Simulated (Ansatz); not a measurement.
**Telling polymorphs of PbS apart by S-33**

All values are calculated (Ansatz; DFT, PBE, plane waves and PAW, scalar-relativistic, 420 eV cutoff), not measured. Q(S-33) = -69.40 mb, I = 3/2. The cells come from the COD and the Materials Project (computed, not necessarily observed phases), with the atoms as given or relaxed (PBE, cell held). Calculated pressures reach 2 GPa in size in them. Spin–orbit coupling is left out, which moves gradients at and beside heavy atoms (Pb) by some per cent and at some sites by far more.

(1) A calculated S-33 parameter set reads: |C_Q| = 0.733 MHz, η = 0.76. Which structure does it belong to?
A.
PbS
```cif
data_PbS
_symmetry_space_group_name_H-M 'Fm-3m'
_symmetry_Int_Tables_number 225
_cell_length_a 5.9315
_cell_length_b 5.9315
_cell_length_c 5.9315
_cell_angle_alpha 90.000
_cell_angle_beta 90.000
_cell_angle_gamma 90.000
loop_
_atom_site_label
_atom_site_type_symbol
_atom_site_symmetry_multiplicity
_atom_site_Wyckoff_symbol
_atom_site_fract_x
_atom_site_fract_y
_atom_site_fract_z
Pb Pb 4 a 0.0000 0.0000 0.0000
S S 4 b 0.5000 0.5000 0.5000
```
B.
PbS
Space group Pnma (No. 62); a = 12.0278, b = 4.2250, c = 4.2750 Å.

| site | Wyckoff | site symmetry | x | y | z |
| --- | --- | --- | --- | --- | --- |
| Pb | 4c | .m. | 0.8752 | 0.2500 | 0.2490 |
| S | 4c | .m. | 0.6249 | 0.2500 | 0.2488 |
C.
PbS
Space group Cmcm (No. 63); a = 4.1599, b = 11.9826, c = 4.2793 Å.

| site | Wyckoff | site symmetry | x | y | z |
| --- | --- | --- | --- | --- | --- |
| Pb | 4c | m2m | 0.5000 | 0.6306 | 0.7500 |
| S | 4c | m2m | 0.5000 | 0.8548 | 0.7500 |

Results:

(1) C. PbS in Cmcm gives |C_Q| = 0.733 MHz, η = 0.76; there S has 5 Pb at 2.69–2.99 Å. PbS in Pnma gives |C_Q| = 0.314 MHz, η = 0.96; there S has 6 Pb at 3.00–3.01 Å. PbS in Fm-3m gives no gradient; there S has 6 Pb at 2.97 Å.

In PbS (Pnma) small gradients can still move by 0.1 × 10²¹ V/m² or more with the k-mesh.
